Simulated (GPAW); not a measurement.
# CuO (P4/mmm) in GPAW: settings compared

The runs below take CuO through single point, relaxation of cell and atoms, with PBE, PBEsol+D3(BJ).

All numbers are computed with GPAW 26.7.0; they aren't measurements. Logs are shortened: lines on timing, memory, paths and dates and some standing lists are left out, and cuts for length are marked. The log counts tension as positive stress, the text compression.

## Step 1: Starting point

The structure is tetragonal, space group P4/mmm (No. 123). The conventional cell has a = 4.161 Å, b = 4.161 Å, c = 3.888 Å, α = 90.00°, β = 90.00°, γ = 90.00°. Around Cu (site symmetry mmm) lie 4 O at 1.94 to 2.08 Å. Cu (site symmetry 4/mmm) has 6 O at 1.94 to 2.08 Å as nearest neighbours. O (site symmetry 4/mmm) has 6 Cu at 1.94 to 2.08 Å as nearest neighbours. O (site symmetry mmm) has 4 Cu at 1.94 to 2.08 Å as nearest neighbours.

Measurements of this composition are mostly on another form, of space group No. 15.

## Step 2: Single point, PBE

Input file run.py:

```python
from ase.dft.bandgap import bandgap
from ase.io import read, write
from ase.units import GPa
from gpaw import GPAW, PW

atoms = read('CuO.xyz')

calc = GPAW(mode=PW(300),
            xc='PBE',
            kpts={'size': (4, 4, 4), 'gamma': True},
            occupations={'name': 'fermi-dirac', 'width': 0.05},
            nbands=47,
            convergence={'density': 1e-05, 'energy': 1e-05},
            maxiter=50,
            txt='gpaw.txt')
atoms.calc = calc
energy = atoms.get_potential_energy()
forces = atoms.get_forces()
stress = atoms.get_stress()
calc.write('gs.gpw')
write('result.traj', atoms)
print(f'Energy: {energy:.6f} eV')
print('Forces (eV/A):')
print(forces.round(4))
print('Stress (GPa):', (stress / GPa).round(3))
print('Fermi level:', round(calc.get_fermi_level(), 4), 'eV')
print(f'Gap: {bandgap(calc)[0]:.4f} eV, direct: {bandgap(calc, direct=True)[0]:.4f} eV')
```

Input file CuO.xyz:

```xyz
6
Lattice="4.1609370000 0.0000000000 0.0000000000 0.0000000000 4.1609370000 0.0000000000 0.0000000000 0.0000000000 3.8876430000" Properties=species:S:1:pos:R:3 pbc="T T T"
Cu     2.0804685000      0.0000000000      1.9438215000
Cu     0.0000000000      2.0804685000      1.9438215000
Cu     0.0000000000      0.0000000000      0.0000000000
O      0.0000000000      0.0000000000      1.9438215000
O      2.0804685000      0.0000000000      0.0000000000
O      0.0000000000      2.0804685000      0.0000000000
```

Potentials or basis: GPAW PAW data sets (gpaw-data 1.2.1), pw.

Command:

```console
$ OMP_NUM_THREADS=1 python run.py
```

gpaw.txt:

```text
__  _  _
 | _ |_)|_||  |
 |__||  | ||/\| - 26.7.0

Input parameters:
  mode=PW(ecut=300.0),
  convergence={'density': 1e-05, 'energy': 1e-05},
  kpts=MonkhorstPack(size=(4, 4, 4), gamma=True),
  maxiter=50,
  nbands=47,
  occupations=Occupations(name='fermi-dirac', width=0.05),
  xc=XC(name='PBE')

Diagonalizing LCAO Hamiltonian
Converting LCAO to pw mode
    .---------.
   /|         |
  / |         |
 *  |         |
 | Cu         |
 O  .-Cu------.
 | O         /
 |/         /
 Cu---O----*

Atoms  # Å, Bohr magnetons
|   | symbol |        x |        y |        z |    initial magnetic moments |
|---|--------|----------|----------|----------|-----------------------------|
| 0 |     Cu | 2.080468 | 0.000000 | 1.943822 | ( 0.0000,  0.0000,  0.0000) |
| 1 |     Cu | 0.000000 | 2.080468 | 1.943822 | ( 0.0000,  0.0000,  0.0000) |
| 2 |     Cu | 0.000000 | 0.000000 | 0.000000 | ( 0.0000,  0.0000,  0.0000) |
| 3 |      O | 0.000000 | 0.000000 | 1.943822 | ( 0.0000,  0.0000,  0.0000) |
| 4 |      O | 2.080468 | 0.000000 | 0.000000 | ( 0.0000,  0.0000,  0.0000) |
| 5 |      O | 0.000000 | 2.080468 | 0.000000 | ( 0.0000,  0.0000,  0.0000) |

Unit cell  # Å
| periodic |        x |        y |        z |  lengths |    angles |
|----------|----------|----------|----------|----------|-----------|
|      yes | 4.160937 | 0.000000 | 0.000000 | 4.160937 | 90.000000 |
|      yes | 0.000000 | 4.160937 | 0.000000 | 4.160937 | 90.000000 |
|      yes | 0.000000 | 0.000000 | 3.887643 | 3.887643 | 90.000000 |

Number of symmetries: 16
Symmetry operations  # r_c * U_cc + t_c -> r_c
|    | kind |            matrix            |
|----|------|------------------------------|
|  0 |  E   |  1, 0, 0,  0, 1, 0,  0, 0, 1 |
|  1 |  σ   |  1, 0, 0,  0, 1, 0,  0, 0,-1 |
|  2 |  σ   |  1, 0, 0,  0,-1, 0,  0, 0, 1 |
|  3 |  C2  |  1, 0, 0,  0,-1, 0,  0, 0,-1 |
|  4 |  σ   |  0, 1, 0,  1, 0, 0,  0, 0, 1 |
|  5 |  C2  |  0, 1, 0,  1, 0, 0,  0, 0,-1 |
|  6 |  C4  |  0, 1, 0, -1, 0, 0,  0, 0, 1 |
|  7 |  S4  |  0, 1, 0, -1, 0, 0,  0, 0,-1 |
|  8 |  C4  |  0,-1, 0,  1, 0, 0,  0, 0, 1 |
|  9 |  S4  |  0,-1, 0,  1, 0, 0,  0, 0,-1 |
| 10 |  σ   |  0,-1, 0, -1, 0, 0,  0, 0, 1 |
| 11 |  C2  |  0,-1, 0, -1, 0, 0,  0, 0,-1 |
| 12 |  σ   | -1, 0, 0,  0, 1, 0,  0, 0, 1 |
| 13 |  C2  | -1, 0, 0,  0, 1, 0,  0, 0,-1 |
| 14 |  C2  | -1, 0, 0,  0,-1, 0,  0, 0, 1 |
| 15 |  i   | -1, 0, 0,  0,-1, 0,  0, 0,-1 |

BZ-sampling:
  Number of BZ points: 64
  Number of IBZ points: 18

  Monkhorst-Pack size: [4, 4, 4]
  Monkhorst-Pack shift: [0.125, 0.125, 0.125]

K-points  # in reciprocal-cell coordinates
|     |                                coordinates |     weight |
|-----|--------------------------------------------|------------|
|   0 | (  0.00000000,   0.00000000,   0.00000000) | 0.01562500 |
|   1 | (  0.00000000,   0.00000000,   0.25000000) | 0.03125000 |
|   2 | (  0.00000000,   0.00000000,   0.50000000) | 0.01562500 |
|   3 | (  0.25000000,   0.00000000,   0.00000000) | 0.06250000 |
|   4 | (  0.25000000,   0.00000000,   0.25000000) | 0.12500000 |
|   5 | (  0.25000000,   0.00000000,   0.50000000) | 0.06250000 |
|   6 | (  0.25000000,   0.25000000,   0.00000000) | 0.06250000 |
|   7 | (  0.25000000,   0.25000000,   0.25000000) | 0.12500000 |
|   8 | (  0.25000000,   0.25000000,   0.50000000) | 0.06250000 |
|   9 | (  0.50000000,   0.00000000,   0.00000000) | 0.03125000 |
| ... |                                            |            |
|  17 | (  0.50000000,   0.50000000,   0.50000000) | 0.01562500 |

Plane wave coefficients: 808
Cutoff: 300.0 eV

Spin-components: 1 (collinear spins)
Bands:           47
Projectors:      33
Spin-degeneracy: 2
Datatype:        complex128

Parallelization:
  kpt:    1
  domain: 1
  band:   1

Density:
  Valence electrons: 51.0
  Components: 1
  Grid points: [18 18 16]
  Charge: 0.0  # |e|

Potential:
  Grid points: [18 18 16]

species:
  Cu:
    name:    Copper
    Z:       29.0
    valence: 11
    core:    18
    charge:  0.0  # [|e|]
    compensation charges:
      type: gauss
      rc: 0.33  # [Å]
      lmax: 2
    cutoffs:
      filter: 2.06  # [Å]
      core: 2.43  # [Å]
    projectors
    | kind |    occ | energy [eV] | rcut [Å] |
    |------|--------|-------------|----------|
    |   4s |  1.000 |      -4.609 |    1.164 |
    |   4p |  0.000 |      -0.698 |    1.164 |
    |   3d | 10.000 |      -5.039 |    1.058 |
    |    s |        |      22.603 |    1.164 |
    |    p |        |      26.513 |    1.164 |
    |    d |        |      22.172 |    1.058 |

    Using partial waves for Cu as LCAO basis

  O:
    name:    Oxygen
    Z:       8.0
    valence: 6
    core:    2
    charge:  0.0  # [|e|]
    compensation charges:
      type: gauss
      rc: 0.21  # [Å]
      lmax: 2
    cutoffs:
      filter: 1.17  # [Å]
      core: 0.83  # [Å]
    projectors
    | kind |    occ | energy [eV] | rcut [Å] |
    |------|--------|-------------|----------|
    |   2s |  2.000 |     -23.961 |    0.688 |
    |   2p |  4.000 |      -9.029 |    0.598 |
    |    s |        |       3.251 |    0.688 |
    |    p |        |      18.182 |    0.598 |
    |    d |        |       0.000 |    0.619 |

    Using partial waves for O as LCAO basis

Reference energy: -141186.912427  # eV

eigensolver:
  PPCG
  Converge bands: occupied
  niter=2

density mixing:
  MSR1-Mixer
  Pratt-step length: 0.05
  Maximum mixing coefficient: 0.75
  Old densities: 10
  SVD Regularization: 0.005
  Good broyden scale: 1.0
  Trust region scale: 1.0
  Backstep threshold: 4.0
  History deletion threshold: 6.0
  Fourier metric: weight=20.0, sigma=0.015

occupation numbers:
  Fermi-Dirac:
    width: 0.0500  # eV

poisson solver:
  ecut: 2400.0  # eV

xc functional:
  name: PBE with 2 nearest neighbor stencil

convergence criteria:
- Maximum integral of absolute [dens]ity change: 1e-05 electrons / valence electron
- Maximum [total energy] change in last 3 cyles: 1e-05 eV / valence electron
- Maximum integral of absolute [eigenst]ate change: 4e-08 eV^2 / valence electron
maximum number of iterations: 50

SCF iterations
|iter     | |      energy | eigst |  dens |
|---------|-|-------------|-------|-------|
|iter:   1| |  -11.865297 | +0.04 |       |
|iter:   2| |   -9.873803 | -1.88 | -0.95 |
|iter:   3| |   -7.422218 | -1.34 | -1.02 |
|iter:   4| |   -7.560182 | -1.89 | -1.20 |
|iter:   5| |   -6.350942 | -2.48 | -1.26 |
|iter:   6| |   -6.365674 | -2.81 | -1.75 |
|iter:   7| |   -6.275755 | -3.19 | -1.90 |
|iter:   8| |   -6.275634 | -4.91 | -2.61 |
|iter:   9| |   -6.275731c| -4.84 | -2.80 |
|iter:  10| |   -6.275208 | -5.49 | -2.91 |
|iter:  11| |   -6.275210 | -7.18 | -3.74 |
|iter:  12| |   -6.275209c| -7.66c| -4.10 |
|iter:  13| |   -6.275209c| -8.01c| -4.99 |
|iter:  14| |   -6.275209c| -8.73c| -5.50c|

Converged in 14 steps
Energy contributions relative to reference atoms: (reference = -141186.912427)

Energy contributions:
  Kinetic:         -78.927117
  Coulomb:          86.218093
  Zero:              1.117493
  External:          0.000000
  Xc:              -14.662522
  Entropy:          -0.042313
  Spinorbit:         0.000000
  ----------------------------
  Free energy:      -6.296365
  Extrapolated:     -6.275209

dipole moment: (-42.066916, -42.066916, -30.908812)  # |e|*Ang

Fermi level: 5.256
Eigenvalues  # (at kpt = [0.000, 0.000, 0.000])
| band index |      eig [eV] | occ [0-2] |
|------------|---------------|-----------|
|          0 |       -16.072 |     2.000 |
|        ... |               |           |
|         19 |         3.285 |     2.000 |
|         20 |         3.350 |     2.000 |
|         21 |         3.350 |     2.000 |
|         22 |         3.559 |     2.000 |
|         23 |         3.562 |     2.000 |
|         24 |         3.603 |     2.000 |
|         25 |         3.824 |     2.000 |
|         26 |         3.824 |     2.000 |
|         27 |         5.958 |     0.000 |
|         28 |        10.864 |     0.000 |
|         29 |        12.322 |     0.000 |
|         30 |        14.010 |     0.000 |
|         31 |        14.010 |     0.000 |
|         32 |        15.931 |     0.000 |
|         33 |        16.939 |     0.000 |
|         34 |        18.381 |     0.000 |
|        ... |               |           |
|         46 |        26.684 |     0.000 |

No gap
No difference between direct/indirect transitions

Forces  # eV/Ang
|        x |        y |       z |
|----------|----------|---------|
|  0.00000 |  0.00000 | 0.00000 |  # Cu   0
|  0.00000 |  0.00000 | 0.00000 |  # Cu   1
| -0.00000 | -0.00000 | 0.00000 |  # Cu   2
| -0.00000 | -0.00000 | 0.00000 |  # O    3
| -0.00000 | -0.00000 | 0.00000 |  # O    4
| -0.00000 | -0.00000 | 0.00000 |  # O    5

Stress tensor  # eV/Ang^3
|        x |        y |        z |
|----------|----------|----------|
| 0.767795 | 0.000000 | 0.000000 |
| 0.000000 | 0.767795 | 0.000000 |
| 0.000000 | 0.000000 | 0.720717 |

# Writing to gs.gpw (mode='')
```

Run time: 19 s. Hardware: 1 thread of Arm Neoverse V2, shared host; peak memory 0.15 GiB.

The run converged, but some of its settings lie outside the range that counts as converged, so its numbers aren't taken as properties of the crystal.

What came out:

```
Free energy            : -6.2964 eV
Pressure               : -120.5 GPa
Band gap on the k mesh : none (metal or under the smearing width)
```

Caveat: the k mesh is coarse (spacing up to 0.40 Å⁻¹), so the values aren't converged; with this Cu data set, volumes or pressures lay over 1.5 % or 2 GPa off other programs in two to four cells of ten; the cutoff is short for stress and forces, so pressures can be off by a GPa or more; a pressure of tens of GPa on the cell as given is suspect, and the run, the potentials or the cell itself is likely at fault; an odd number of electrons without spin polarisation forces a metal; a magnetic or distorted state may lie lower; the run has no spin polarisation, though such a crystal can be magnetic; semilocal functionals often make such compounds metallic where correlation or magnetic order opens a gap, which also shifts bond lengths.

## Step 3: Relaxation of cell and atoms, PBEsol+D3(BJ)

Input file run.py:

```python
from ase.calculators.mixing import SumCalculator
from ase.filters import FrechetCellFilter
from ase.io import read, write
from ase.optimize import FIRE
from dftd3.ase import DFTD3
from gpaw import GPAW, PW, setup_paths

setup_paths.insert(0, '.')

atoms = read('CuO.xyz')

calc = GPAW(mode=PW(800),
            xc='PBEsol',
            kpts={'size': (4, 4, 4), 'gamma': True},
            occupations={'name': 'fermi-dirac', 'width': 0.05},
            nbands=47,
            convergence={'density': 1e-05, 'energy': 1e-05},
            maxiter=150,
            txt='gpaw.txt')
atoms.calc = SumCalculator([calc, DFTD3(method='pbesol', damping='d3bj')])
opt = FIRE(FrechetCellFilter(atoms), trajectory='relax.traj', logfile='-')
done = opt.run(fmax=0.05, steps=40)
calc.write('gs.gpw')
write('result.traj', atoms)
print('Converged:', done)
print('Cell:', atoms.cell.cellpar().round(4))
print('Volume:', round(atoms.get_volume(), 4))
print(atoms.get_scaled_positions().round(5))
```

CuO.xyz is that of step 2.

Potentials or basis: PAW data sets generated in the run's folder for this functional, pw.

Command:

```console
$ gpaw-setup -f PBEsol Cu O
$ OMP_NUM_THREADS=1 python run.py
```

Wall time 18 min (1 thread of Arm Neoverse V2, shared host); peak memory 0.42 GiB.

It converged, with:

- Free energy: -32.0790 eV
- Relaxed volume: 10.68 Å³/atom
- Relaxed cell: a = 4.057 Å, b = 4.057 Å, c = 3.893 Å, α = 90.00°, β = 90.00°, γ = 90.00°
- Space group after relaxing (to 0.05 Å): P4/mmm (No. 123)
- Energy gained by relaxing: 9.3 meV/atom
- Ionic steps: 25
- Pressure after relaxing: -0.4 GPa
- Band gap on the k mesh: none (metal or under the smearing width)
- Dispersion energy per atom: -0.223 eV

Step by step:
```
step  energy change (eV)  largest force (eV/Å)  pressure (GPa)  volume (Å³)
   1              0.0000                0.0000           -6.23        67.31
   2             -0.0053                0.0000           -5.90        67.16
   3             -0.0139                0.0000           -5.27        66.88
   4             -0.0246                0.0000           -4.34        66.47
   5             -0.0347                0.0000           -3.16        65.97
   6             -0.0412                0.0000           -1.78        65.40
   7             -0.0434                0.0000           -0.32        64.81
   8             -0.0422                0.0000            1.02        64.26
   9             -0.0425                0.0000            1.00        64.27
  10             -0.0429                0.0000            0.95        64.28
  11             -0.0435                0.0000            0.88        64.29
  12             -0.0443                0.0000            0.78        64.31
  13             -0.0451                0.0000            0.66        64.34
  14             -0.0460                0.0000            0.53        64.37
  15             -0.0469                0.0000            0.38        64.40
  16             -0.0480                0.0000            0.20        64.43
  17             -0.0491                0.0000            0.00        64.47
  18             -0.0504                0.0000           -0.22        64.50
  19             -0.0515                0.0000           -0.44        64.53
  20             -0.0526                0.0000           -0.65        64.55
  21             -0.0537                0.0000           -0.82        64.55
  22             -0.0545                0.0000           -0.91        64.50
  23             -0.0552                0.0000           -0.89        64.42
  24             -0.0557                0.0000           -0.73        64.27
  25             -0.0559                0.0000           -0.41        64.08
```

Final structure:
```
CELL_PARAMETERS angstrom
4.05704 0.00000 0.00000
0.00000 4.05704 0.00000
0.00000 0.00000 3.89301
ATOMIC_POSITIONS crystal
Cu 0.50000 0.00000 0.50000
Cu 0.00000 0.50000 0.50000
Cu 0.00000 0.00000 0.00000
O 0.00000 0.00000 0.50000
O 0.50000 0.00000 0.00000
O 0.00000 0.50000 0.00000
```

Levels at points of the mesh, in eV from the Fermi level:
| k point | band 22 | band 23 | band 24 | band 25 | band 26 | band 27 | band 28 | band 29 | band 30 | band 31 |
| --- | --- | --- | --- | --- | --- | --- | --- | --- | --- | --- |
| (0.00, 0.00, 0.00) | -1.85 | -1.65 | -1.59 | -1.54 | -1.54 | -1.44 | 1.23 | 6.25 | 7.81 | 8.93 |
| (0.00, 0.00, 0.50) | -1.37 | -1.23 | -0.74 | -0.31 | -0.31 | -0.04 | 4.98 | 6.75 | 7.75 | 7.75 |
| (0.50, 0.00, 0.00) | -1.80 | -1.68 | -1.59 | -1.02 | -0.85 | -0.65 | 3.89 | 3.98 | 8.63 | 8.88 |
| (0.50, 0.00, 0.50) | -1.20 | -0.89 | -0.62 | -0.17 | 1.21 | 1.29 | 4.54 | 6.52 | 7.58 | 8.22 |
| (0.50, 0.50, 0.00) | -1.54 | -1.48 | -0.76 | -0.52 | -0.52 | 1.14 | 3.31 | 6.53 | 6.53 | 8.81 |
| (0.50, 0.50, 0.50) | -0.50 | 0.11 | 1.22 | 1.33 | 1.33 | 1.37 | 1.51 | 7.03 | 8.36 | 8.36 |

Caveat: the k mesh is coarse (spacing up to 0.40 Å⁻¹), so the values aren't converged; with this Cu data set, volumes or pressures lay over 1.5 % or 2 GPa off other programs in two to four cells of ten; later steps reuse the first step's grids; an odd number of electrons without spin polarisation forces a metal; a magnetic or distorted state may lie lower; the run has no spin polarisation, though such a crystal can be magnetic; semilocal functionals often make such compounds metallic where correlation or magnetic order opens a gap, which also shifts bond lengths; pairwise dispersion overbinds metals, which lowers pressure and volume.
